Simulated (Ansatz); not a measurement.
# Debugging a many-body input for ZnSe (Stilleite)

Aim: the G0W0 gap of ZnSe (Stilleite). The first input has a fault.

Main program and level: Ansatz 0.2.0; G0W0 on PBE, plane waves, PAW.

## 1. The structure

Symmetry: F-43m, No. 216, cubic system. The conventional cell has a = 5.668 Å, b = 5.668 Å, c = 5.668 Å, α = 90.00°, β = 90.00°, γ = 90.00°. Nearest to Zn lie 4 Se at 2.45 Å. Se has 4 Zn at 2.45 Å nearest. Farther neighbours and most contacts between anions are not listed.

The cell and positions come from the Crystallography Open Database and are kept as given unless a step says otherwise. The default PAW set here is soft_1. Its files were made with PBE.

## 2. First try

Input file input.yaml:

```yaml
crystal:
  lattice:
    - [0.0, 2.8338, 2.8338]
    - [2.8338, 0.0, 2.8338]
    - [2.8338, 2.8338, 0.0]
  atoms:
    - { symbol: Zn, position: [0.0, 0.0, 0.0] }
    - { symbol: Se, position: [0.25, 0.25, 0.25] }
kpoints:
  mp_grid: { grid: [1, 1, 1] }
hamiltonian:
  xc: pbe
  pseudopotentials: { kind: paw, azcp: { folder: "./paw" } }
scf:
  occupations: { method: fixed }
gw:
  n_empty_bands: 73
  ecut_chi: 80
  qp_bands: [v2, c2]
  qp_kpoints: band_edges
  screening: { model: contour_deformation }
```

The run is started by

```sh
$ ansatz run input.yaml --threads 3 --pin off --max-ram 92160MiB --backend cuda --events-out ev --progress --plain --runs-dir out --devices 1 --max-vram 13GiB
```

Numbers of over 12 decimals in the logs are rounded to 6 here.

Log:

```text
GPUs: using 1 of 1 available (devices: 1).
Engine: ansatz 0.2.0, x86_64-unknown-linux-gnu
Pseudopotentials: kind: paw
Pseudopotential: Zn, paw, valence charge 12, recommended cutoff 420 eV (normal), <dir>
Pseudopotential: Se, paw, valence charge 16, recommended cutoff 420 eV (normal), <dir>
Functional definition: PBE
  parameter kappa = 0.804
  parameter beta = 0.066725
  exchange = pbe_x(kappa = kappa, mu = beta*pi^2/3)
  correlation = pbe_c(beta = beta)
device memory: the entry about to start is reckoned to put 0.4 GiB on a device that reports 61.3 GiB free (of which the cap on the GPU budget leaves the run 13.0 GiB)
GPU FFT provider: cuFFT
GPU libraries: cuBLAS 13.8.2, cuFFT 12.4.0, cuSOLVER 12.3.4
Crystal: 2 atoms, lattice volume = 45.513 Å³
Basis set: ecut = 420 eV, 893 PW (Γ)
Bands: 18, of which v1, the nominal top of the filled ones, is band 14 counted from 1 (13 counted from 0)
Symmetry: 24 space group operations
Space group: F-43m (ITA 216), of the structure as read, at distance tolerance 3.6e-5 Å
k-points: 1
Non-local potential: Zn, projectors of the file, l = 0: 2, l = 1: 2, l = 2: 3, l = 3: 1
Non-local potential: Se, projectors of the file, l = 0: 2, l = 1: 2, l = 2: 3, l = 3: 1
PAW form: soft (Blöchl's): semilocal exchange-correlation on the pseudo side does not see the compensation charge
PAW one-centre angular grid: Zn, 590 points (default); XC on 64 Gauss nodes
PAW one-centre angular grid: Se, 590 points (default); XC on 64 Gauss nodes
Initial density: superposition of atomic densities (chi_scale 0.1, normalization cell, long waves kept (reshape's long-wave potential 0.00 eV rms))
Initial wavefunctions: pseudopotential atomic-orbital guess
GPU buffer pool allocated for 19683 grid points (all kernels)
GPU transforms: local potential and band sums: pruned to the plane-wave sphere, on 25×25×25
Functional: x = pbe(κ = 0.804, μ = 0.219515), c = pbe(β = 0.066725)
SCF iter   1: F=—  HF=-8777.099684 eV  |F-HF|=—  |Δ(HF+E_count)|=         —  Δρ=9.66e-2  dr2=3.76e0  ethr=3.10e-3  ⟨swp⟩=5.0  Hψ=86  notcnv=0
preconditioner: auto → none  [insulator: Δε(μ)=1.156 eV  Ē_g=10.494 eV  n_scr=14 (ndim 8)  ℏωp=23.4 eV  f_vac=0.060  ε∞_Penn≈6.0]
SCF iter   2: F=—  HF=-8776.058259 eV  |F-HF|=—  |Δ(HF+E_count)|=    1.04e0  Δρ=3.00e-2  dr2=2.90e-1  ethr=3.10e-3  ⟨swp⟩=2.0  Hψ=39  notcnv=0
SCF iter   3: F=—  HF=-8776.051246 eV  |F-HF|=—  |Δ(HF+E_count)|=   7.01e-3  Δρ=1.61e-2  dr2=6.30e-2  ethr=1.04e-3  ⟨swp⟩=2.0  Hψ=33  notcnv=0
SCF iter   4: F=—  HF=-8776.054059 eV  |F-HF|=—  |Δ(HF+E_count)|=   2.81e-3  Δρ=4.79e-3  dr2=7.31e-3  ethr=2.25e-4  ⟨swp⟩=2.0  Hψ=38  notcnv=0
SCF iter   5: F=—  HF=-8776.051657 eV  |F-HF|=—  |Δ(HF+E_count)|=   2.40e-3  Δρ=1.34e-3  dr2=3.86e-4  ethr=2.61e-5  ⟨swp⟩=2.0  Hψ=30  notcnv=0
SCF iter   6: F=—  HF=-8776.051831 eV  |F-HF|=—  |Δ(HF+E_count)|=   1.74e-4  Δρ=2.84e-4  dr2=1.64e-5  ethr=1.38e-6  ⟨swp⟩=2.0  Hψ=31  notcnv=0
SCF iter   7: F=—  HF=-8776.051849 eV  |F-HF|=—  |Δ(HF+E_count)|=   1.77e-5  Δρ=2.86e-5  dr2=1.39e-7  ethr=5.86e-8  ⟨swp⟩=2.0  Hψ=27  notcnv=0
SCF iter   8: F=-8776.051849 eV  HF=-8776.051849 eV  |F-HF|=4.87e-9  |Δ(HF+E_count)|=   2.58e-7  Δρ=3.12e-6  dr2=2.38e-9  ethr=3.57e-10  ⟨swp⟩=5.0  Hψ=76  notcnv=0
SCF 1 converged in 8 iterations: F = -8776.051849 eV  dr2 = 2.38e-9
[...]
device memory: the entry about to start is reckoned to put 0.5 GiB on a device that reports 61.3 GiB free (of which the cap on the GPU budget leaves the run 13.0 GiB)
NSCF: frozen V_eff on 1 k-points
[...]
device memory: the entry about to start is reckoned to put 0.5 GiB on a device that reports 62.1 GiB free (of which the cap on the GPU budget leaves the run 13.0 GiB)
NSCF: frozen V_eff on 1 k-points
G₀W₀ screening: q 1/1
G₀W₀ self-energy: k 1/1
device memory: the entry about to start is reckoned to put 0.3 GiB on a device that reports 63.3 GiB free (of which the cap on the GPU budget leaves the run 13.0 GiB)
NSCF: frozen V_eff on 1 k-points
device memory: the entry about to start is reckoned to put 0.3 GiB on a device that reports 63.2 GiB free (of which the cap on the GPU budget leaves the run 13.0 GiB)
NSCF: frozen V_eff on 1 k-points
device memory: the entry about to start is reckoned to put 0.3 GiB on a device that reports 63.2 GiB free (of which the cap on the GPU budget leaves the run 13.0 GiB)
NSCF: frozen V_eff on 1 k-points
device memory: the entry about to start is reckoned to put 0.3 GiB on a device that reports 63.2 GiB free (of which the cap on the GPU budget leaves the run 13.0 GiB)
NSCF: frozen V_eff on 1 k-points
device memory: the entry about to start is reckoned to put 0.3 GiB on a device that reports 63.2 GiB free (of which the cap on the GPU budget leaves the run 13.0 GiB)
NSCF: frozen V_eff on 1 k-points
SCF converged after 8 iterations
Free energy (F): -8776.051849 eV
Harris-Foulkes:  -8776.051849 eV  (|F-HF|=4.87e-9)
Internal energy: -8776.051849 eV  (E = F + TS)
E sigma→0 (E₀):  -8776.051849 eV
Fermi energy:    8.058523 eV
--- Per-component energies (eV) ---
  E_band       = -328.713860
  E_kinetic    = 277.924249
  E_local      = -4896.842586  (includes V_loc(G=0)·N_el)
  E_nonlocal   = 475.969629
  E_hartree    = 2288.562037
  E_xc         = -165.813095
  E_vxc        = -144.386218  (∫ρ·V_xc dr)
  E_paw        = -4034.908575  (= ΣΔE_a)
  E_vpaw       = -618.502020  (= ΣTr[D̂ρ^β])
  E_aug_tail   = -0.000662  (compensation charges beyond the density's cutoff)
  E_ewald      = -2720.942845
  E_smearing   = -0.000000  (= −TS)
  E_closure    = 0.000000  (closes the sum)
  Σ components = -8776.051849   (vs F -8776.051849, Δ=0.00e0)
--- Band table (eV) ---
  k-point 0: bands = [... 10 lower, 0.0662, 8.0585, 8.0585, 8.0585, 8.6600, 12.7854, 12.7854, 12.7854]
--- G₀W₀: contour deformation, 7 samples at zero and on the imaginary axis and 1 off it, 1 q-point, 73 empty bands' worth ---
  eigenvalues of the whole cell's RPA ε∞ on this k-mesh (on a slab, of 1 + 4πα/V) = 1310.6127, 1310.6127, 1310.6127; static W/v taken at q = 0 is 0.000763
  bands read: the sum over 87 bands ends inside a degenerate multiplet in 1 slot, whose members it reads at an even weight; the widest, k=0: bands 87 to 89 (counted from 1) at 1/3 each
  gw.qp_kpoints: band_edges: 1 of 1 stored k-point solved, in 1 pass; an edge of the gap read off the rows below is read off those points alone
    ik  band        ε_KS         Σx   Σc(E_QP)       V_xc       Z   E_QP_lin       E_QP  E_QP is
     0    13      8.0585   -23.7239     5.5433   -17.8529  0.8022     7.7316     7.7308  root
     0    14      8.0585   -23.7239     5.5433   -17.8529  0.8022     7.7316     7.7308  root
     0    15      8.6600    -7.7864    -6.4689   -14.0085  0.7842     8.4106     8.4131  root
     0    16     12.7854    -5.1119    -6.7836   -11.1359  0.8299    12.0290    12.0257  root
```

Wall time 15 s (1 × NVIDIA H100 80GB HBM3 (shared by 6 runs) with 3 threads of AMD EPYC 7R13 (Zen 3), shared host); peak memory 1 GiB; 3.3 s of CPU time.

Q: What is the fault?

The run ended normally, though the input holds a fault or crude settings.

The fault: G0W0 on a mesh far too coarse. So few points can't sample the density or the screening, and the band edges may lie elsewhere in the zone.

It printed a gap of 0.68 eV, which is an artefact of the settings.

## 3. A better input

G0W0 replaces the xc potential by the self-energy, built once from these orbitals. Only a window of levels is corrected, while the sums run over the empty bands that the input names.

Edit input.yaml of step 2 so:

```diff
@@ -9,3 +9,3 @@
 kpoints:
-  mp_grid: { grid: [1, 1, 1] }
+  mp_grid: { grid: [6, 6, 6] }
 hamiltonian:
@@ -16,4 +16,4 @@
 gw:
-  n_empty_bands: 73
-  ecut_chi: 80
+  n_empty_bands: 135
+  ecut_chi: 120
   qp_bands: [v2, c2]
```

Log:

```text
GPUs: using 1 of 1 available (devices: 1).
[...]
GPU FFT provider: cuFFT
GPU libraries: cuBLAS 13.8.2, cuFFT 12.4.0, cuSOLVER 12.3.4
Crystal: 2 atoms, lattice volume = 45.513 Å³
Basis set: ecut = 420 eV, 893 PW (Γ)
Bands: 18, of which v1, the nominal top of the filled ones, is band 14 counted from 1 (13 counted from 0)
[... 1 set-up line as in the run before ...]
[...]
k-points: 16 of 216 (time reversal used)
[...]
GPU buffer pool allocated for 19683 grid points (all kernels)
[...]
SCF iter   1: F=—  HF=-8789.866734 eV  |F-HF|=—  |Δ(HF+E_count)|=         —  Δρ=6.16e-2  dr2=1.05e0  ethr=3.10e-3  ⟨swp⟩=4.5  Hψ=1409  notcnv=0  defer=24
[...]
SCF iter   8: F=-8789.532596 eV  HF=-8789.532596 eV  |F-HF|=3.05e-8  |Δ(HF+E_count)|=   1.12e-7  Δρ=1.25e-5  dr2=3.89e-8  ethr=3.57e-10  ⟨swp⟩=3.2  Hψ=1226  notcnv=0
SCF 1 converged in 8 iterations: F = -8789.532596 eV  dr2 = 3.89e-8
[...]
0    13      6.5448   -21.8076     2.1632   -18.8852  0.7638     5.7679     5.7855  root
     0    14      6.5448   -21.8076     2.1632   -18.8852  0.7638     5.7679     5.7855  root
     0    15      7.8279    -9.8091    -3.6730   -13.8307  0.7918     8.1790     8.1766  root
     0    16     12.3510    -6.9755    -4.3881   -11.6489  0.7730    12.6384    12.6363  root
     1    13      6.2920   -21.3509     2.2002   -18.3763  0.7623     5.4987     5.5176  root
     1    14      6.2920   -21.3509     2.2002   -18.3763  0.7623     5.4987     5.5176  root
     1    15      9.0899   -10.0160    -3.7473   -14.0974  0.7845     9.4263     9.4240  root
     1    16     12.4158    -7.6970    -4.3571   -12.3082  0.7704    12.6718    12.6700  root
[...]
12    13      4.3580   -18.3308     2.5652   -14.9110  0.7444     3.4737     3.5034  root
    12    14      4.3580   -18.3308     2.5652   -14.9110  0.7444     3.4737     3.5034  root
    12    15      9.5320    -7.0757    -3.5698   -10.6440  0.7954     9.5305     9.5305  root
    12    16     10.0068    -9.0050    -3.8042   -13.0760  0.7848    10.2751    10.2736  root
[key lines of the parts left out:]
SCF converged after 8 iterations
Free energy (F): -8789.532596 eV
Fermi energy:    6.544767 eV
```

Wall time 18 s (1 × NVIDIA H100 80GB HBM3 (shared by 6 runs) with 3 threads); peak memory 1.2 GiB.

Numbers from this step:

```
bands summed                                 : 149
RPA ε∞ on this mesh (eigenvalues)            : 8.530, 8.530, 8.530
plane waves in the screening matrix          : 137
q-points in the mesh                         : 216
G0W0 gap on the mesh                         : 2.391 eV
k of the valence top                         : 0, 0, 0
k of the conduction bottom                   : 0, 0, 0
starting gap on the mesh                     : 1.283 eV
Z at the valence top                         : 0.7638
Z at the conduction bottom                   : 0.7918
least direct G0W0 gap on the computed points : 2.391 eV
```

The gap on the mesh goes from 1.28 eV to 2.39 eV, a correction of +1.11 eV. Between the two edge states, bare exchange in place of the xc potential would open the gap by 6.94 eV, and correlation takes back 5.84 eV.

## 4. Results

```
first try  : converged after 15 s
better run : G0W0 gap on the mesh 2.39 eV (6×6×6 mesh, 135 empty bands, screening to 120 eV)
```

What this shows: The second run differs in: mesh, empty bands and screening cutoff (eV). Bands and cutoff are finite, so the gap is not at the basis limit. The miss can reach some tenths of an eV and take either sign; the mesh is an error of its own. The many-body steps are scalar-relativistic: spin-orbit coupling is not in them.

[Paths, hosts, dates, memory and timing lines, banners, echoed tables and standing remarks are left out of the program output.]

[Logs are printed without paths, hosts, clocks, repeated set-up lines and the standing remarks that a program may print on its own settings, such as how far it seeks lower states.]

[Runs of the session that timed out or met a known fault of the program may be left out.]

[Cells called generated may have been cut or substituted from an entry of the Crystallography Open Database or the Materials Project.]

[Hosts, paths, dates, database ids (printed as entryN), source tags and the programs' standing remarks are cut or masked in the printed files.]
